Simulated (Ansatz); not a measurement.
# Ni: changing the fixed moment of the cell

It takes space group Im-3m (No. 229, cubic). Conventional cell: a = 2.767 Å, b = 2.767 Å, c = 2.767 Å, α = 90.00°, β = 90.00°, γ = 90.00°. Ni (site symmetry m-3m) is surrounded by 8 Ni at 2.40 Å.

This isn't the form of Ni at room conditions, which is fcc.

Kept alike: task single point; functional PBEsol; k mesh 11 × 11 × 11; occupations fermi-dirac, width 0.05 eV. Program: Ansatz, Ansatz PAW, cutoff 420 eV. The mesh is that of the run's cell of 1 atom. No spin-orbit coupling.

| run | pressure (GPa) | largest site moment (μB) | free energy over the lowest row (meV/atom) |
| --- | --- | --- | --- |
| A | -4.19 | 0.21 | 12.65 |
| B | 5.38 | 1.16 | 278.06 |
| C | -3.09 | 0.52 | 0.00 |
| D | 2.08 | 0.99 | 122.37 |
| E | 11.61 | 1.40 | 630.51 |
| F | -0.38 | 0.82 | 42.19 |
| G | 28.18 | 1.78 | 1793.06 |
| H | -4.35 | 0.00 | 16.52 |

Pressure is positive in compression, with a Pulay correction for the finite cutoff. For a metal such a mesh leaves the last digits unconverged. The runs hold the magnetic state that their start led to, which needn't be the lowest. Site moments count inside each atom's sphere or projector. All rows use potentials made for PBE.

Task: The runs differ in the fixed moment of the cell alone: 0; 0.2; 0.5; 0.8; 1; 1.2; 1.5; 2 μB. Which run is which?

Result: Run A is 0.2 μB; run B is 1.2 μB; run C is 0.5 μB; run D is 1 μB; run E is 1.5 μB; run F is 0.8 μB; run G is 2 μB; run H is 0 μB. The pressure rises from -4.35 to 28.18 GPa between 0 and 2 μB. The largest site moment rises from 0.00 to 1.78 μB between 0 and 2 μB. The free energy is lowest at 0.5, and 1793.06 meV an atom higher at 2.

Among the moments sampled, bcc Ni prefers 0.5 μB, and the non-magnetic state lies 16.52 meV/atom higher, as expected of a Stoner instability in a narrow, nearly full d band. A small moment is cheap because exchange repays the transfer of minority d electrons into the few remaining majority d holes. Once those holes are filled, further spin must enter broad majority sp states at a steep kinetic cost, which probably explains the rapid climb in energy. The site moments fit this picture: they slightly exceed the imposed moment up to 0.8 μB, then fall increasingly short of it, suggesting that the added spin is diffuse and lies partly outside the atomic region. The rising pressure is the usual magnetovolume effect, with larger moments favouring a larger cell. At the preferred moment the pressure is still negative, so the lattice would tend to contract, probably lowering the moment somewhat. The energy differences concern spin states at one volume and don't show whether the bcc lattice resists a tetragonal distortion.
